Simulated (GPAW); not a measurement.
Computed results, one entry a study.

```cif
data_nah
_symmetry_space_group_name_H-M 'Fm-3m'
_symmetry_Int_Tables_number 225
_cell_length_a 4.7728
_cell_length_b 4.7728
_cell_length_c 4.7728
_cell_angle_alpha 90.000
_cell_angle_beta 90.000
_cell_angle_gamma 90.000
_cell_volume 108.73
loop_
_atom_site_label
_atom_site_type_symbol
_atom_site_symmetry_multiplicity
_atom_site_Wyckoff_symbol
_atom_site_fract_x
_atom_site_fract_y
_atom_site_fract_z
_atom_site_occupancy
Na1 Na 4 a 0.00000 0.00000 0.00000 1
H1 H 4 b 0.50000 0.00000 0.00000 1
_calc_subject 'NaH (Fm-3m): G0W0 with GPAW, start to end'
_calc_method 'DFT, LDA, plane waves, PAW (and 1 further level or step)'
_calc_program 'GPAW 26.7.0'
_calc_settings_of_one_run 'cutoff 600 eV, GPAW PAW setups 1.2.1 data release, 6×6×6 k-mesh, nbands 96'
_calc_cost '4 runs, 63 s in all on 4 MPI ranks of Arm Neoverse V1, shared host (the runs of this entry)'
_calc_notes 'The cell and positions are those that the Materials Project relaxed with its own functionals (PBE, PBE+U or r2SCAN), kept fixed. Only 3 of the mesh’s irreducible points were corrected, so a valley elsewhere could overtake. Bands and cutoff are finite, so the gap is not at the basis limit. The miss can reach some tenths of an eV and take either sign; the mesh is an error of its own.'
_calc_lda_gap '3.47 eV, indirect'
_calc_g0w0_gap_on_the_mesh '5.91 eV'
_calc_g0w0_gap_over_the_zone_rigid_shift '5.86 eV'
_calc_gw_settings '6×6×6 mesh, 86 bands, screening to 125 eV, Godby-Needs plasmon pole'
_calc_known_limits 'not at the basis limit'
```

[Paths, hosts, dates, memory and timing lines, banners, echoed tables and standing remarks are left out of the program output.]

[Logs are printed without paths, hosts, clocks, repeated set-up lines and the standing remarks that a program may print on its own settings, such as how far it seeks lower states.]

[Runs of the session that timed out or met a known fault of the program may be left out.]

[Hosts, paths, dates, database ids (printed as entryN), source tags and the programs' standing remarks are cut or masked in the printed files.]
